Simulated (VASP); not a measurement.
A VASP 6.6.1 single-point calculation on K₂S

INCAR

```
LASPH = .TRUE.
EDIFF = 1E-7
LCHARG = .FALSE.
NSW = 0
ISIF = 2
ENCUT = 520
GGA = PE
LREAL = .FALSE.
NBANDS = 19
LWAVE = .FALSE.
IBRION = -1
SIGMA = 0.02
PREC = Single
ISMEAR = -1
NELM = 55
```

KPOINTS

```
KPOINTS created by Atomic Simulation Environment
0
Gamma
6 6 6
0 0 0
```

POSCAR

```
K  S
 1.0000000000000000
    -0.0298068855000000    3.7027186978000000    3.7027186978000000
     3.7027186978000000   -0.0298068855000000    3.7027186978000000
     3.6729118123000002    3.6729118123000002    0.0000000000000000
 K   S
   2   1
Cartesian
  1.8364559061499999  1.8364559061499999  1.8622981485773968
  5.5093677184500001  5.5093677184500001  5.5431392470226024
  0.0000000000000000 -0.0000000000000000 -0.0000000000000000
```

The recommended PBE PAW datasets give the neutral cell 24 valence electrons.

Command

```
mpirun -np 1 vasp_std
```

Problem. Predict the outcome of this run.

Solution. It converged. Results: gap between bands v and c on the k mesh 2.37 eV; least direct gap on the k mesh 2.56 eV; pressure 0.5 GPa. Band v is the last that the valence electrons fill when counted band by band, and c is the next.

OSZICAR

```
N       E                     dE             d eps       ncg     rms          rms(c)
DAV:   1     0.156462216572E+03    0.15646E+03   -0.10842E+04  1748   0.108E+03
DAV:   2     0.153220674016E+01   -0.15493E+03   -0.14958E+03  1954   0.304E+02
DAV:   3    -0.105682517732E+02   -0.12100E+02   -0.12060E+02  3119   0.659E+01
DAV:   4    -0.108475026311E+02   -0.27925E+00   -0.27910E+00  2552   0.962E+00
DAV:   5    -0.108599497586E+02   -0.12447E-01   -0.12447E-01  2803   0.131E+00    0.527E+00
DAV:   6    -0.948098481255E+01    0.13790E+01   -0.37007E+00  2393   0.735E+00    0.477E+00
DAV:   7    -0.939827857694E+01    0.82706E-01   -0.98437E-01  2306   0.318E+00    0.350E+00
DAV:   8    -0.942817917829E+01   -0.29901E-01   -0.29020E-01  1963   0.206E+00    0.109E+00
DAV:   9    -0.941027899065E+01    0.17900E-01   -0.10004E-01  1995   0.908E-01    0.560E-01
DAV:  10    -0.941647201841E+01   -0.61930E-02   -0.11942E-02  1964   0.409E-01    0.169E-01
DAV:  11    -0.941583629809E+01    0.63572E-03   -0.62209E-03  2042   0.244E-01    0.111E-01
DAV:  12    -0.941611879637E+01   -0.28250E-03   -0.21697E-03  2009   0.135E-01    0.117E-01
DAV:  13    -0.941611765710E+01    0.11393E-05   -0.83676E-04  1992   0.916E-02    0.197E-02
DAV:  14    -0.941612044723E+01   -0.27901E-05   -0.28963E-05  2200   0.250E-02    0.125E-02
DAV:  15    -0.941612071048E+01   -0.26325E-06   -0.49077E-06  1936   0.719E-03    0.431E-03
DAV:  16    -0.941612091193E+01   -0.20145E-06   -0.36305E-07  2145   0.244E-03    0.171E-03
DAV:  17    -0.941612097158E+01   -0.59652E-07   -0.47139E-07  1632   0.239E-03
   1 F= -.94161210E+01 E0= -.94161210E+01  d E =-.228008E-10
```

For comparison, a separate PBE run of the intended cell, on usual settings and not on those above, gives a gap of 2.37 eV on its mesh and a pressure of 0.5 GPa.
